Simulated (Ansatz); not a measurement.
# α-phase Li₃N

Computed with PBE (plane waves, PAW; Ansatz, a quantum-chemistry and plane-wave program).

Settings: plane-wave cutoff 520 eV, 12×12×10 k mesh (along the axes of the cell as run), Fermi–Dirac smearing 0.01 eV, scalar-relativistic PAW data made under PBE.

Cell: relaxed at this level.

| Quantity | Result |
|---|---|
| equilibrium volume per atom | 11.05 Å³/atom |
| bulk modulus | 53.1 GPa |
| equilibrium lattice constant a | 3.634 Å |
| c axis length | 3.865 Å |
| band gap | 1.06 eV (indirect) |
| smallest direct gap on the k points sampled | 1.27 eV |
| pressure derivative B′ of the bulk modulus | 3.8 |

Measured, for comparison: band gap 2.15 eV (4 K, zero-point motion not removed, indirect, optical absorption, E parallel c; as tabulated in Brendecke and Bludau (1979), doi:10.1063/1.326533); lattice parameter c 3.866 Å (temperature not stated, not corrected to a static lattice; as tabulated in "Time-of-flight neutron diffraction study of Li3N at high temperature  Sample …). Computed (rounded) less measured: band gap -1.09 eV, lattice parameter c 0.0 %.

Note: the bulk modulus comes from volumes at which shape and atoms were relaxed.

Computed values are for the static lattice.
